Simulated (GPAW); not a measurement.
Runs of GPAW 26.7.0 on CaO. It takes space group Fm-3m (No. 225, cubic). Conventional cell: a = 4.807 Å, b = 4.807 Å, c = 4.807 Å, α = 90.00°, β = 90.00°, γ = 90.00°. Ca (site symmetry m-3m) has 6 O at 2.40 Å as nearest neighbours. O (site symmetry m-3m) is surrounded by 6 Ca at 2.40 Å. The cell is a database's computed one.

| task | level | potentials or basis | k mesh | cutoff (eV) | band path | band points | eigensolver | hybrids on these orbitals | oneshot functional | gap on the mesh (eV) | pressure (GPa) | V0 of scaled cells (Å³/atom) | B0 (GPa) |
| --- | --- | --- | --- | --- | --- | --- | --- | --- | --- | --- | --- | --- | --- |
| band structure | revPBE | the program's PAW data sets (release 1.2.1) made for this functional, pw | 8 × 8 × 8 | 800 | GXWKGLUWLK,UX | 100 | - | - | - | 3.77 | 5.0 | - | - |
| band structure | OLYP | PAW data sets generated in the run's folder for this functional, pw | 8 × 8 × 8 | 800 | GXWKGLUWLK,UX | 60 | davidson | - | - | 3.98 | 5.0 | - | - |
| one-shot levels of the hybrid HSE06 | LDA | the program's PAW data sets (release 1.2.1) made for this functional, pw | 6 × 6 × 6 | 600 | - | - | - | ["HSE06", "YS-PBE0", "B3LYP"] | HSE06 | 3.52 | -9.7 | - | - |
| equation of state | PBEsol+D3 | PAW data sets generated in the run's folder for this functional, pw | 8 × 8 × 8 | 800 | - | - | - | - | - | - | - | (b) | 120 |
| band structure | LDA | JTH PAW 2.0, LDA, pw | 8 × 8 × 8 | 800 | GXWKGLUWLK,UX | 60 | - | - | - | 3.48 | -7.4 | - | - |
| single point | TB-mBJ | GPAW PAW data sets for LDA (gpaw-data 1.2.1), pw | 8 × 8 × 8 | 800 | - | - | - | - | - | 5.32 | - | - | - |
| band structure | LDA | the program's PAW data sets (release 1.2.1) made for this functional, pw | 8 × 8 × 8 | 800 | GXWKGLUWLK,UX | 80 | - | - | - | 3.52 | -6.3 | - | - |
| band structure | r2SCAN | GPAW PAW data sets (gpaw-data 1.2.1), pw | 8 × 8 × 8 | 800 | GXWKGLUWLK,UX | 100 | - | - | - | 4.24 | (a) | - | - |
| equation of state | PBEsol | PAW data sets generated in the run's folder for this functional, pw | 8 × 8 × 8 | 800 | - | - | - | - | - | - | - | (c) | 115 |
| equation of state | PBE | GPAW PAW data sets (gpaw-data 1.2.1), pw | 8 × 8 × 8 | 800 | - | - | - | - | - | - | - | 14.17 | 104 |

Alike in all rows: no spin polarisation; cell as given; smearing fermi-dirac 0.05 eV.

Task: Fill in the values left out.

Result: (a) 0.0; (b) 13.39; (c) 13.64.

Caveats: the PAW data sets were made with another functional, which shifts forces and pressure a little (some runs); the cutoff is short for stress and forces, so pressures can be off by a GPa or more (some runs); energy and the plain gap are those of the semilocal run (some runs); the hybrids' values are one shot on its orbitals and mesh (some runs); the program truncates these outside data sets (some runs); a model potential gives levels but no total energy (some runs).

A k mesh can miss the band edges.
